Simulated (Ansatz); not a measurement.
**In2GaAsP2 (zincblende [001] superlattice): converging the G0W0 gap**

How do accuracy and time trade against each other in G0W0 on In2GaAsP2 (zincblende [001] superlattice)?

Main program and level: Ansatz 0.2.0; G0W0 on PBEsol, plane waves, PAW; PAW set soft_1.

## (1) Set-up

The cell holds 12 atoms: 4 In, 4 P, 2 Ga and 2 As. Its edges and angles: a = 4.105 Å, b = 4.098 Å, c = 17.447 Å, α = 90.0°, β = 90.0°, γ = 90.0°. It derives from InP. Regions: InP, 8 atoms (4 In and 4 P); GaAs, 4 atoms (2 Ga and 2 As). The structure's axis is c.

The structure was relaxed with PBEsol. The runs that relaxed it are not among those shown.

## (2) 309 empty bands, screening to 60 eV

G0W0 replaces the xc potential by the self-energy, built once from these orbitals. Only a window of levels is corrected, while the sums run over the empty bands that the input names. This step takes PAW set soft_1 files.

input.yaml reads:

```yaml
crystal:
  lattice:
    - [4.1050956851, 0.0, 0.0]
    - [0.0, 4.0979990123, 0.0]
    - [0.0, 0.0, 17.4471179195]
  atoms:
    - { symbol: In, position: [0.0, 0.0, 0.0432998252] }
    - { symbol: P, position: [0.5, 0.0, 0.1285604049] }
    - { symbol: In, position: [0.5, 0.5, 0.214242971] }
    - { symbol: P, position: [0.0, 0.5, 0.2995325205] }
    - { symbol: In, position: [0.0, 0.0, 0.3850873542] }
    - { symbol: P, position: [0.5, 0.0, 0.4703928328] }
    - { symbol: In, position: [0.5, 0.5, 0.5558772797] }
    - { symbol: P, position: [0.0, 0.5, 0.6418374433] }
    - { symbol: Ga, position: [0.0, 0.0, 0.7146634203] }
    - { symbol: As, position: [0.5, 0.0, 0.7936238232] }
    - { symbol: Ga, position: [0.5, 0.5, 0.8728798871] }
    - { symbol: As, position: [0.0, 0.5, 0.951137708] }
kpoints:
  mp_grid: { grid: [4, 4, 2] }
hamiltonian:
  xc: pbesol
  pseudopotentials: { kind: paw, azcp: { folder: soft_1 }, xc_functional: pbe }
scf:
  occupations: { method: fixed }
gw:
  n_empty_bands: 309
  ecut_chi: 60
  qp_bands: [v4, c4]
  qp_kpoints: band_edges
  screening: { model: contour_deformation }
```

The run is started by

```
$ ansatz run input.yaml --threads 3 --pin off --max-ram 92160MiB --backend cuda --events-out ev --progress --plain --runs-dir out --devices 1 --max-vram 13GiB
```

Numbers of over 12 decimals in the logs are rounded to 6 here.

What it wrote:

```text
GPUs: using 1 of 1 available (devices: 1).
Engine: ansatz 0.2.0, x86_64-unknown-linux-gnu
Pseudopotentials: kind: paw
Pseudopotential: In, paw, valence charge 13, recommended cutoff 420 eV (normal), soft_1/In.paw.azcp
Pseudopotential: P, paw, valence charge 5, recommended cutoff 420 eV (normal), soft_1/P.paw.azcp
Pseudopotential: Ga, paw, valence charge 13, recommended cutoff 420 eV (normal), soft_1/Ga.paw.azcp
Pseudopotential: As, paw, valence charge 15, recommended cutoff 420 eV (normal), soft_1/As.paw.azcp
Functional definition: PBEsol
  exchange = pbesol_x
  correlation = pbesol_c
device memory: the entry about to start is reckoned to put 4.5 GiB on a device that reports 43.4 GiB free (of which the cap on the GPU budget leaves the run 13.0 GiB)
GPU FFT provider: cuFFT
GPU libraries: cuBLAS 13.8.2, cuFFT 12.4.0, cuSOLVER 12.3.4
Crystal: 12 atoms, lattice volume = 293.507 Å³
Basis set: ecut = 420 eV, 5739 PW (Γ)
Bands: 77, of which v1, the nominal top of the filled ones, is band 64 counted from 1 (63 counted from 0)
Symmetry: 4 space group operations
Space group: Pmm2 (ITA 25), of the structure as read, at distance tolerance 6.6e-5 Å
k-points: 18 of 32
Non-local potential: In, projectors of the file, l = 0: 2, l = 1: 2, l = 2: 2, l = 3: 1
Non-local potential: P, projectors of the file, l = 0: 2, l = 1: 2, l = 2: 1
Non-local potential: Ga, projectors of the file, l = 0: 2, l = 1: 2, l = 2: 3, l = 3: 1
Non-local potential: As, projectors of the file, l = 0: 2, l = 1: 2, l = 2: 3, l = 3: 1
PAW form: soft (Blöchl's): semilocal exchange-correlation on the pseudo side does not see the compensation charge
PAW frozen core: In, regenerated for the run's functional, and the local potential with it (the file was generated under x = pbe(κ = 0.804, μ = 0.219515), c = pbe(β = 0.066725))
PAW frozen core: P, regenerated for the run's functional, and the local potential with it (the file was generated under x = pbe(κ = 0.804, μ = 0.219515), c = pbe(β = 0.066725))
PAW frozen core: Ga, regenerated for the run's functional, and the local potential with it (the file was generated under x = pbe(κ = 0.804, μ = 0.219515), c = pbe(β = 0.066725))
PAW frozen core: As, regenerated for the run's functional, and the local potential with it (the file was generated under x = pbe(κ = 0.804, μ = 0.219515), c = pbe(β = 0.066725))
PAW one-centre angular grid: In, 590 points (default); XC on 64 Gauss nodes
PAW one-centre angular grid: P, 110 points (default); XC on 64 Gauss nodes
PAW one-centre angular grid: Ga, 590 points (default); XC on 64 Gauss nodes
PAW one-centre angular grid: As, 590 points (default); XC on 64 Gauss nodes
Initial density: superposition of atomic densities (chi_scale 0.1, normalization cell, long waves 7 % of neutral atoms (reshape's long-wave potential 1.07 eV rms, cloud 2.61 Å wide))
Initial wavefunctions: pseudopotential atomic-orbital guess
GPU buffer pool allocated for 108000 grid points (all kernels)
GPU transforms: local potential and band sums: pruned to the plane-wave sphere, on 27×27×120
Functional: x = pbesol(κ = 0.804, μ = 0.123457), c = pbesol(β = 0.046)
SCF iter   1: F=—  HF=-42179.217571 eV  |F-HF|=—  |Δ(HF+E_count)|=         —  Δρ=3.65e-2  dr2=1.29e1  ethr=3.10e-3  ⟨swp⟩=5.9  Hψ=5257  notcnv=0  defer=180
preconditioner: auto → Resta (q_TF=auto, 2.376 Å⁻¹)  ε∞=3.9  [insulator: Δε(μ)=0.028 eV  Ē_g=13.235 eV  n_scr=76 (ndim 8)  ℏωp=22.5 eV  f_vac=0.000  ε∞_Penn≈3.9]
SCF iter   2: F=—  HF=-42177.384789 eV  |F-HF|=—  |Δ(HF+E_count)|=    1.83e0  Δρ=2.10e-2  dr2=1.47e0  ethr=3.10e-3  ⟨swp⟩=3.3  Hψ=2021  notcnv=0  defer=178
SCF iter   3: F=—  HF=-42177.170332 eV  |F-HF|=—  |Δ(HF+E_count)|=   2.14e-1  Δρ=1.10e-2  dr2=3.42e-1  ethr=1.15e-3  ⟨swp⟩=2.4  Hψ=1687  notcnv=0  defer=194
SCF iter   4: F=—  HF=-42177.120133 eV  |F-HF|=—  |Δ(HF+E_count)|=   5.02e-2  Δρ=2.17e-3  dr2=1.63e-2  ethr=2.67e-4  ⟨swp⟩=2.8  Hψ=2488  notcnv=0  defer=197
SCF iter   5: F=—  HF=-42177.114759 eV  |F-HF|=—  |Δ(HF+E_count)|=   5.37e-3  Δρ=1.14e-3  dr2=4.20e-3  ethr=1.27e-5  ⟨swp⟩=2.9  Hψ=2486  notcnv=0  defer=198
SCF iter   6: F=—  HF=-42177.116159 eV  |F-HF|=—  |Δ(HF+E_count)|=   1.40e-3  Δρ=4.19e-4  dr2=8.67e-4  ethr=3.28e-6  ⟨swp⟩=2.1  Hψ=2278  notcnv=0  defer=198
SCF iter   7: F=—  HF=-42177.116776 eV  |F-HF|=—  |Δ(HF+E_count)|=   6.17e-4  Δρ=1.77e-4  dr2=1.48e-4  ethr=6.77e-7  ⟨swp⟩=2.0  Hψ=2493  notcnv=0  defer=198
SCF iter   8: F=—  HF=-42177.116827 eV  |F-HF|=—  |Δ(HF+E_count)|=   5.10e-5  Δρ=4.56e-5  dr2=8.90e-6  ethr=1.16e-7  ⟨swp⟩=2.1  Hψ=2420  notcnv=0  defer=197
SCF iter   9: F=—  HF=-42177.116836 eV  |F-HF|=—  |Δ(HF+E_count)|=   9.10e-6  Δρ=2.03e-5  dr2=2.64e-6  ethr=6.96e-9  ⟨swp⟩=2.3  Hψ=2330  notcnv=0  defer=196
SCF iter  10: F=—  HF=-42177.116837 eV  |F-HF|=—  |Δ(HF+E_count)|=   1.06e-6  Δρ=7.00e-6  dr2=3.75e-7  ethr=2.06e-9  ⟨swp⟩=2.0  Hψ=2239  notcnv=0  defer=196
SCF iter  11: F=-42177.116837 eV  HF=-42177.116837 eV  |F-HF|=3.04e-8  |Δ(HF+E_count)|=   1.08e-7  Δρ=2.42e-6  dr2=6.75e-8  ethr=7.81e-11  ⟨swp⟩=13.6  Hψ=6759  notcnv=0
SCF 1 converged in 11 iterations: F = -42177.116837 eV  dr2 = 6.75e-8
  greatest PAW one-centre occupation: 0.999 electrons in one spin orbital (limit 2), on the As atom at site 9 (counted from 0), in its partial waves of l = 2
device memory: the entry about to start is reckoned to put 5.5 GiB (of the 5.7 GiB reckoned in all, the device holds 0.2 GiB already) on a device that reports 42.7 GiB free (of which the cap on the GPU budget leaves the run 12.9 GiB)
NSCF: frozen V_eff on 18 k-points
the band table was solved once the SCF had ended and its energy, with any forces and stress, was formed, with the checks that follow a solve (5885 applications of the Hamiltonian). They found nothing against the state; the energy, forces and stress were not computed again (output.eigenvalues in the input reference)
device memory: the entry about to start is reckoned to put 6.6 GiB on a device that reports 43.1 GiB free (of which the cap on the GPU budget leaves the run 13.0 GiB)
NSCF: frozen V_eff on 18 k-points
G₀W₀ screening: q 1/18
[... further progress lines ...]
SCF converged after 11 iterations
Free energy (F): -42177.116837 eV
Harris-Foulkes:  -42177.116837 eV  (|F-HF|=3.04e-8)
Internal energy: -42177.116837 eV  (E = F + TS)
E sigma→0 (E₀):  -42177.116837 eV
Fermi energy:    7.241815 eV
--- Per-component energies (eV) ---
  E_band       = -876.342711
  E_kinetic    = 1570.316338
  E_local      = -16658.944009  (includes V_loc(G=0)·N_el)
  E_nonlocal   = 476.368664
  E_hartree    = 8391.028147
  E_xc         = -1119.201632
  E_vxc        = -860.274747  (∫ρ·V_xc dr)
  E_paw        = -26574.759577  (= ΣΔE_a)
  E_vpaw       = -2185.846296  (= ΣTr[D̂ρ^β])
  E_aug_tail   = 0.000114  (compensation charges beyond the density's cutoff)
  E_ewald      = -8266.711700
  E_core_change = 4.786817  (= ΣΔE_core)
  E_smearing   = -0.000000  (= −TS)
  E_closure    = -0.000000  (closes the sum)
  Σ components = -42177.116837   (vs F -42177.116837, Δ=0.00e0)
--- Band table (eV; the first three rows and the last of 18) ---
  k-point 0: bands = [... 60 lower, 6.4212, 7.0890, 7.1466, 7.2418, 7.5966, 8.5116, 8.6661, 8.9681, ... 9 higher]
  k-point 1: bands = [... 60 lower, 6.7285, 6.7765, 6.9420, 7.1087, 8.3409, 8.5851, 8.7313, 8.8087, ... 9 higher]
  k-point 2: bands = [... 60 lower, 6.3692, 6.3711, 6.4988, 6.8867, 8.6503, 8.8366, 9.1812, 9.3396, ... 9 higher]
  k-point 17: bands = [... 60 lower, 4.5316, 4.5818, 4.5821, 4.5884, 9.0321, 9.0918, 9.1918, 9.2324, ... 9 higher]
--- G₀W₀: contour deformation, 7 samples at zero and on the imaginary axis and 1 off it, 32 q-points, 309 empty bands' worth ---
  eigenvalues of the whole cell's RPA ε∞ on this k-mesh (on a slab, of 1 + 4πα/V) = 38.8818, 55.1271, 86.8797; static W/v taken at q = 0 is 0.010314
  gw.qp_kpoints: band_edges: 12 of 18 stored k-points solved, in 1 pass; an edge of the gap read off the rows below is read off those points alone
    valence top: of the k-points left out ik 8 came nearest to being solved in a further pass, in band 64 (counted from 1, as in the quasiparticle table): it holds the edge there only if its correction is more favourable than any solved in that band by at least 1.031 eV; those differ by 0.146 eV
    conduction bottom: of the k-points left out ik 8 came nearest to being solved in a further pass, in band 65 (counted from 1, as in the quasiparticle table): it holds the edge there only if its correction is more favourable than any solved in that band by at least 1.403 eV; those differ by 0.357 eV
  `?` marks the rows in doubt; gw_qp.tsv's column doubts and the gw_qp event give each row's grounds
    ik  band        ε_KS         Σx   Σc(E_QP)       V_xc       Z   E_QP_lin       E_QP  E_QP is
     0    61      6.4212   -16.0657     1.7639   -14.1872  0.7302     6.3059     6.3067  root
     0    62      7.0890   -16.1627     1.0648   -15.0729  0.7412     7.0640     7.0641  root
     0    63      7.1466   -16.7464     1.5158   -15.1668  0.7380     7.0827     7.0828  root
     0    64      7.2418   -16.6539     1.4837   -15.1109  0.7398     7.1823     7.1825  root
     0    65      7.5966   -11.0308    -3.1427   -14.7301  0.7570     8.1948     8.1533  root
     0    66      8.5116    -7.0299    -3.6578   -10.9480  0.7559     8.7775     8.7720  root
     0    67      8.6661    -7.6643    -3.6120   -11.5870  0.7545     8.9859     8.9768  root
     0    68      8.9681    -6.8627    -3.6687   -10.7958  0.7593     9.2383     9.2325  root
     1    61      6.7285   -16.4302     1.6567   -14.6830  0.7323     6.6375     6.6380  root
     1    62      6.7765   -16.4370     1.6286   -14.7244  0.7332     6.6922     6.6925  root
     1    63      6.9420   -16.4721     1.5536   -14.8373  0.7375     6.8605     6.8609  root
     1    64      7.1087   -16.3835     1.4989   -14.8150  0.7399     7.0388     7.0391  root
     1    65      8.3409    -9.2074    -3.2852   -12.8766  0.7491     8.7383     8.7249  root
     1    66      8.5851    -8.3329    -3.4394   -12.0908  0.7545     8.9136     8.9036  root
     1    67      8.7313    -8.8824    -3.3846   -12.6190  0.7529     9.0997     9.0834  root
     1    68      8.8087   -10.2499    -3.2577   -13.9187  0.7463     9.2344     9.2199  root
     2    61      6.3692   -16.2353     1.8094   -14.3096  0.7300     6.2521     6.2529  root
     2    62      6.3711   -15.9212     1.4683   -14.3743  0.7360     6.2922     6.2925  root
     2    63      6.4988   -15.7831     1.3932   -14.3117  0.7380     6.4203     6.4206  root
     2    64      6.8867   -16.6248     1.6326   -14.9120  0.7354     6.8062     6.8065  root
     2    65      8.6503    -9.5304    -3.4508   -13.4740  0.7525     9.1709     9.1430  root
     2    66      8.8366    -9.2262    -3.5374   -13.2197  0.7532     9.3147     9.2927  root
     2    67      9.1812    -7.7418    -3.7714   -11.8481  0.7522     9.5285     9.5161  root
     2    68      9.3396    -9.6785    -3.7570   -13.9464  0.7424     9.8831     9.8505  root
[...]
3    67      9.1019    -8.1510    -3.6949   -12.2007  0.7498     9.4727     9.4567  root ?
[...]
17    61      4.5316   -15.1224     2.2730   -12.6506  0.7082     4.3297     4.3328  root
    17    62      4.5818   -15.0492     2.2124   -12.6366  0.7117     4.3786     4.3817  root
    17    63      4.5821   -15.3394     2.2920   -12.8403  0.7105     4.3717     4.3750  root
    17    64      4.5884   -15.3219     2.3024   -12.8146  0.7087     4.3802     4.3835  root
    17    65      9.0321    -6.9325    -3.5697   -10.7357  0.7597     9.2699     9.2656  root
    17    66      9.0918    -6.9344    -3.6071   -10.7737  0.7586     9.3281     9.3239  root
    17    67      9.1918    -6.8619    -3.6127   -10.6896  0.7591     9.4102     9.4067  root
    17    68      9.2324    -6.8701    -3.6408   -10.7262  0.7585     9.4510     9.4475  root
```

Elapsed: 62 s, on 1 × NVIDIA H100 80GB HBM3 (shared by 6 runs) with 3 threads of AMD EPYC 7R13 (Zen 3), shared host; peak memory 2.2 GiB.

In the SCF lines HF is the Harris–Foulkes energy and dr2 the Hartree energy of the density residual, in eV; the loop may stop once dr2 is under the threshold and the program's other checks hold. Hψ counts applications of the Hamiltonian.

Numbers from this step:

```yaml
bands_summed: 373
rpa_eps_infinity_on_this_mesh_eigenvalues: 38.88, 55.13, 86.88
plane_waves_in_the_screening_matrix: 327
q_points_in_the_mesh: 32
g0w0_gap_on_the_mesh: 0.9708 eV
k_of_the_valence_top: 0, 0, 0
k_of_the_conduction_bottom: 0, 0, 0
starting_gap_on_the_mesh: 0.3548 eV
z_at_the_valence_top: 0.7398
z_at_the_conduction_bottom: 0.7570
least_direct_g0w0_gap_on_the_computed_points: 0.9708 eV
```

The gap on the mesh goes from 0.35 eV to 0.97 eV, a correction of +0.62 eV. Between the two edge states, bare exchange in place of the xc potential would open the gap by 5.24 eV, and correlation takes back 4.63 eV.

## (3) 1224 empty bands, screening to 150 eV

Bands and screening cutoff are moved together, since each hides the error of the other.

input.yaml, as its differences from that of step 2:

```diff
@@ -26,4 +26,4 @@
 gw:
-  n_empty_bands: 309
-  ecut_chi: 60
+  n_empty_bands: 1224
+  ecut_chi: 150.0
   qp_bands: [v4, c4]
```

What it wrote:

```text
GPUs: using 1 of 1 available (devices: 1).
[...]
GPU FFT provider: cuFFT
GPU libraries: cuBLAS 13.8.2, cuFFT 12.4.0, cuSOLVER 12.3.4
Crystal: 12 atoms, lattice volume = 293.507 Å³
Basis set: ecut = 420 eV, 5739 PW (Γ)
Bands: 77, of which v1, the nominal top of the filled ones, is band 64 counted from 1 (63 counted from 0)
Symmetry: 4 space group operations
[...]
k-points: 18 of 32
[...]
GPU buffer pool allocated for 108000 grid points (all kernels)
[...]
SCF iter   1: F=—  HF=-42179.217571 eV  |F-HF|=—  |Δ(HF+E_count)|=         —  Δρ=3.65e-2  dr2=1.29e1  ethr=3.10e-3  ⟨swp⟩=5.9  Hψ=5257  notcnv=0  defer=180
[...]
SCF iter  11: F=-42177.116837 eV  HF=-42177.116837 eV  |F-HF|=3.04e-8  |Δ(HF+E_count)|=   1.08e-7  Δρ=2.42e-6  dr2=6.75e-8  ethr=7.81e-11  ⟨swp⟩=13.6  Hψ=6759  notcnv=0
SCF 1 converged in 11 iterations: F = -42177.116837 eV  dr2 = 6.75e-8
[...]
NSCF: frozen V_eff on 18 k-points
[...]
G₀W₀ screening: q 1/18
[... further progress lines ...]
SCF converged after 11 iterations
Free energy (F): -42177.116837 eV
[...]
Internal energy: -42177.116837 eV  (E = F + TS)
E sigma→0 (E₀):  -42177.116837 eV
Fermi energy:    7.241815 eV
[...]
--- Band table (eV; the first three rows and the last of 18) ---
  k-point 0: bands = [... 60 lower, 6.4212, 7.0890, 7.1466, 7.2418, 7.5966, 8.5116, 8.6661, 8.9681, ... 9 higher]
  k-point 1: bands = [... 60 lower, 6.7285, 6.7765, 6.9420, 7.1087, 8.3409, 8.5851, 8.7313, 8.8087, ... 9 higher]
  k-point 2: bands = [... 60 lower, 6.3692, 6.3711, 6.4988, 6.8867, 8.6503, 8.8366, 9.1812, 9.3396, ... 9 higher]
  k-point 17: bands = [... 60 lower, 4.5316, 4.5818, 4.5821, 4.5884, 9.0321, 9.0918, 9.1918, 9.2324, ... 9 higher]
[...]
0    61      6.4212   -16.0657     1.4105   -14.1872  0.7269     5.9290     5.9533  root
     0    62      7.0890   -16.1627     0.6733   -15.0729  0.7374     6.6566     6.6725  root
     0    63      7.1466   -16.7464     1.1240   -15.1668  0.7343     6.6696     6.6911  root
     0    64      7.2418   -16.6539     1.0907   -15.1109  0.7364     6.7684     6.7895  root
     0    65      7.5966   -11.0308    -3.5547   -14.7301  0.7543     7.7424     7.7412  root
     0    66      8.5116    -7.0299    -3.8823   -10.9480  0.7550     8.5475     8.5474  root
     0    67      8.6661    -7.6643    -3.8594   -11.5870  0.7534     8.7295     8.7293  root
     0    68      8.9681    -6.8627    -3.9036   -10.7958  0.7580     8.9977     8.9976  root
[...]
17    65      9.0321    -6.9325    -3.7991   -10.7357  0.7584     9.0364     9.0364  root
    17    66      9.0918    -6.9344    -3.8313   -10.7737  0.7573     9.0999     9.0999  root
    17    67      9.1918    -6.8619    -3.8306   -10.6896  0.7580     9.1889     9.1889  root
    17    68      9.2324    -6.8701    -3.8553   -10.7262  0.7574     9.2331     9.2331  root
```

Wall time 4.1 min (1 × NVIDIA H100 80GB HBM3 (shared by 6 runs) with 3 threads); peak memory 7.9 GiB; 7.7 min of CPU time.

Numbers from this step:

| Quantity | Value |
| --- | --- |
| bands summed | 1288 |
| RPA ε∞ on this mesh (eigenvalues) | 38.84, 55.09, 86.84 |
| plane waves in the screening matrix | 1195 |
| q-points in the mesh | 32 |
| G0W0 gap on the mesh | 0.9517 eV |
| k of the valence top | 0, 0, 0 |
| k of the conduction bottom | 0, 0, 0 |
| starting gap on the mesh | 0.3548 eV |
| Z at the valence top | 0.7364 |
| Z at the conduction bottom | 0.7543 |
| least direct G0W0 gap on the computed points | 0.9517 eV |

Against the run with 4×4×2 mesh, 309 empty bands, screening to 60 eV, PAW set soft_1 files, the gap moves by −0.019 eV.

## (4) Side by side

Times are wall times on 1 × NVIDIA H100 80GB HBM3 (shared by 6 runs) with 3 threads of AMD EPYC 7R13 (Zen 3), shared host, good to a factor of about two.

| mesh | files | frequency | bands summed | cutoff (eV) | start (eV) | G0W0 (eV) | time | host memory (GiB) |
| --- | --- | --- | --- | --- | --- | --- | --- | --- |
| 4×4×2 | PAW set soft_1 | contour deformation | 373 | 60 | 0.355 | 0.971 | 62 s | 2.2 |
| 4×4×2 | PAW set soft_1 | contour deformation | 1288 | 150 | 0.355 | 0.952 | 4.1 min | 7.9 |

The parts of the quasiparticle energy at the two band edges (eV; QP = start + Σx + Σc − Vxc):

| run | edge | start | Σx | Σc | Vxc | Z | QP |
| --- | --- | --- | --- | --- | --- | --- | --- |
| 373 bands | valence top | 7.24 | -16.65 | 1.48 | -15.11 | 0.74 | 7.18 |
| 373 bands | conduction bottom | 7.60 | -11.03 | -3.14 | -14.73 | 0.76 | 8.15 |
| 1288 bands | valence top | 7.24 | -16.65 | 1.09 | -15.11 | 0.74 | 6.79 |
| 1288 bands | conduction bottom | 7.60 | -11.03 | -3.55 | -14.73 | 0.75 | 7.74 |

## (5) What came out

| Item | Value |
| --- | --- |
| 373 bands, 60 eV | 0.971 eV |
| 1288 bands, 150 eV | 0.952 eV |
| estimated limit in bands and cutoff | 0.94 eV |
| mesh and start | 4×4×2, PBEsol |

A line in one over the bands through the two rungs gives 0.94 eV, −0.01 eV from the top rung; with two points alone it is an unchecked estimate. The rungs stand 0.03 eV (373 bands) and 0.01 eV (1288 bands) from it. From 373 to 1288 bands the gap moves by −0.02 eV while the time grows 4.0-fold. Σc changes by −0.39 eV at the valence top and −0.41 eV at the conduction bottom, so the levels themselves move more than the gap between them. The 4×4×2 mesh is coarse for this cell (its supercell is 16 Å along the shortest edge). The RPA ε∞ on it, from the PBEsol start, is 38.84, 55.09 and 86.84; such meshes misread the long-range screening, most where the gap is narrow. The RPA ε∞ on this mesh reaches over 25; with a narrow direct gap a coarse mesh can overstate it, and the correction is then too small. The many-body steps are scalar-relativistic: spin-orbit coupling is not in them.

[Paths, hosts, dates, memory and timing lines, banners, echoed tables and standing remarks are left out of the program output.]

[Logs are printed without paths, hosts, clocks, repeated set-up lines and the standing remarks that a program may print on its own settings, such as how far it seeks lower states.]

[Runs of the session that timed out or met a known fault of the program may be left out.]

[Cells called generated may have been cut or substituted from an entry of the Crystallography Open Database or the Materials Project.]

[Hosts, paths, dates, database ids (printed as entryN), source tags and the programs' standing remarks are cut or masked in the printed files.]
